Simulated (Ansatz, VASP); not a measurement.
**LiF in VASP and in Ansatz**

```
Li F
1.0
     3.28008    0.00000    0.00000
    -1.64004    2.84063    0.00000
     0.00000    0.00000    3.80442
Li F
2 2
Cartesian
  0.0000 1.8938 0.9511
  1.6400 0.9469 2.8533
  1.6400 0.9469 0.9511
  0.0000 1.8938 2.8533
```

Change from the starting cell: uniaxial_z strain -4.9%.

Alike in both runs: task single point; functional PBE; k mesh 12 × 12 × 6; occupations fermi-dirac, width 0.02 eV; no spin polarisation.

```csv
,VASP,Ansatz
version,VASP 6.6.1,Ansatz 0.2.0
potentials or method,"VASP PAW PBE potentials, release 64 (Li_sv, F)","plane waves, PAW"
plane-wave cutoff (eV),520,420
valence electrons in the cell,20,20
```

Ansatz gave:

| Quantity | Value |
| --- | --- |
| gap on the k mesh at the Fermi level (eV) | 8.15 |

Problem. Which values does VASP return?

Solution. gap on the k mesh at the Fermi level (eV): 8.14.

 A k mesh can miss the band edges.
